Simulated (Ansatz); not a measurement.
**MgS under compression and expansion**

```yaml
crystal:
  lattice:
    - [0.00000, 2.84837, 2.84837]
    - [2.84837, 0.00000, 2.84837]
    - [2.84837, 2.84837, 0.00000]
  atoms:
    - { symbol: Mg, position: [0.00000, 0.00000, 0.00000] }
    - { symbol: S, position: [0.25000, 0.25000, 0.25000] }
```

Conventional cell: a = 5.697 Å, b = 5.697 Å, c = 5.697 Å, α = 90.00°, β = 90.00°, γ = 90.00°. Around Mg (atom 1) lie 4 S at 2.47 Å. S (atom 2) is surrounded by 4 Mg at 2.47 Å.

The structure comes from a relaxation in the same program, started in the zincblende type, and has space group F-43m. Whether it is a known phase or the ground state wasn't checked.

Levels of theory: DFT, PBE, all-electron LAPW, scalar-relativistic (Ansatz 0.2.0); DFT, PBE, PAW with Ansatz's default frozen-core files, scalar-relativistic (Ansatz 0.2.0).

For LAPW: a Γ-centred 13×13×13 k mesh, Fermi–Dirac smearing of 0.05 eV, basis error target 0.5 meV/atom, no spin polarisation. PAW takes a cutoff of 420 eV at this cell. The Ansatz runs share mesh, smearing and spin set-up. Plane-wave (PAW) pressures include the program's estimate of the Pulay term.

The cell above is scaled evenly, with fractional coordinates and shape held.

| V/V(cell) | V (Å³/atom) | P, LAPW (GPa) | P, PAW (GPa) | gap on the k mesh, LAPW (eV) |
| --- | --- | --- | --- | --- |
| 0.9500 | 21.954 | 3.17 | 3.17 | 3.63 |
| 0.9750 | 22.532 | ? | ? | ? |
| 1.0000 | 23.110 | 0.03 | 0.02 | 3.37 |
| 1.0250 | 23.687 | -1.27 | -1.28 | 3.25 |
| 1.0500 | 24.265 | -2.42 | -2.42 | 3.13 |

Fill in the row V/V(cell) = 0.9750.

P, LAPW (GPa) = 1.50, P, PAW (GPa) = 1.50, gap on the k mesh, LAPW (eV) = 3.49.

What do Birch–Murnaghan fits to the pressures give?

LAPW: V0 = 23.12 Å³/atom, B0 = 55 GPa, B0′ = 4.1; PAW: V0 = 23.12 Å³/atom, B0 = 55 GPa, B0′ = 4.1.

PAW's V0 lies -0.01 % from the all-electron value and its B0 0.2 %. Symmetry fixes shape and coordinates here, so this is the relaxed modulus.
